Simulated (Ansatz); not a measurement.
Runs of Ansatz 0.2.0 on RbBr. Symmetry: Pm-3m, No. 221, cubic system. The conventional cell has a = 4.126 Å, b = 4.126 Å, c = 4.126 Å, α = 90.00°, β = 90.00°, γ = 90.00°. Around Rb (site symmetry m-3m) lie 8 Br at 3.57 Å. Br (site symmetry m-3m) has 8 Rb at 3.57 Å as nearest neighbours. The cell comes from a database or a generator and needn't be the stable form of this composition.

```tsv
share of exact exchange	gap on the mesh (eV)	pressure (GPa)
0.25	(a)	0.5
0.15	4.80	0.6
0.05	(b)	0.8
0.1	4.56	0.7
0.2	5.04	0.5
0.3	5.53	0.4
```

Alike in all rows: task single point; level HSE06 form with a typed share of exact exchange; potentials or basis Ansatz PAW; no spin polarisation; cell as given; k mesh 4 × 4 × 4; cutoff (eV) 420; smearing fermi-dirac 0.05 eV.

Question: Estimate the missing entries.

Answer: (a) 5.28; (b) 4.32.

Caveats: the PAW data sets come from PBE, with cores solved anew for the run's functional, which leaves a small shift of forces and pressure; the thresholds are loose for stress.

A k mesh can miss the band edges, and the runs leave out spin-orbit coupling on Br, Rb.
